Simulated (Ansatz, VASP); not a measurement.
**In: VASP beside Ansatz**

INCAR

```
SYSTEM = In
PREC = Accurate
ENCUT = 520
EDIFF = 1E-7
ISMEAR = 0
SIGMA = 0.1
LREAL = .FALSE.
LASPH = .TRUE.
NELM = 60
ALGO = Normal
ISIF = 2
LWAVE = .FALSE.
LCHARG = .FALSE.
GGA = RP
NBANDS = 12
```

KPOINTS

```
regular mesh
0
G
  10 10 10
  0 0 0
```

The input POSCAR:

```
In
1.0
   -1.8825252400      1.8825252400      1.8825252400
    1.8825252400     -1.8825252400      1.8825252400
    1.8825252400      1.8825252400     -1.8825252400
In
1
Direct
    0.0000000000      0.0000000000      0.0000000000
```

Contents of input.yaml:

```yaml
crystal:
  lattice:
    - [-1.88252524, 1.88252524, 1.88252524]
    - [1.88252524, -1.88252524, 1.88252524]
    - [1.88252524, 1.88252524, -1.88252524]
  atoms:
    - { symbol: In, position: [0.0, 0.0, 0.0] }
kpoints:
  mp_grid: { grid: [10, 10, 10] }
scf:
  occupations: { method: gaussian, width: 0.1 }
hamiltonian:
  xc: rpbe
  pseudopotentials: { kind: all_electron, lapw: { basis_error: 0.001 } }
output:
  forces: true
  stress: true
  eigenvalues: true
```

This isn't the form of In at room conditions, which is tetragonal.

Alike in both runs: task single point; functional RPBE; k mesh 10 × 10 × 10; occupations gaussian, width 0.1 eV; no spin polarisation.

```csv
,VASP,Ansatz
version,VASP 6.6.1,Ansatz 0.2.0
potentials or method,"VASP PAW PBE potentials, release 64 (In_d)","all-electron LAPW, scalar-relativistic"
plane-wave cutoff (eV),520,see its input
```

```tsv
	VASP	Ansatz	Ansatz less VASP
gap on the k mesh at the Fermi level (eV)	none	none	-
pressure (GPa)	3.1	3.1	+0.03
```

A gap of «none» marks a metal or a gap that the smearing closes. Ansatz ran all-electron here, so the differences hold the error of VASP's frozen core and of both bases.

Caveats: the PAW data sets were made with another functional, which shifts forces and pressure a little (VASP).
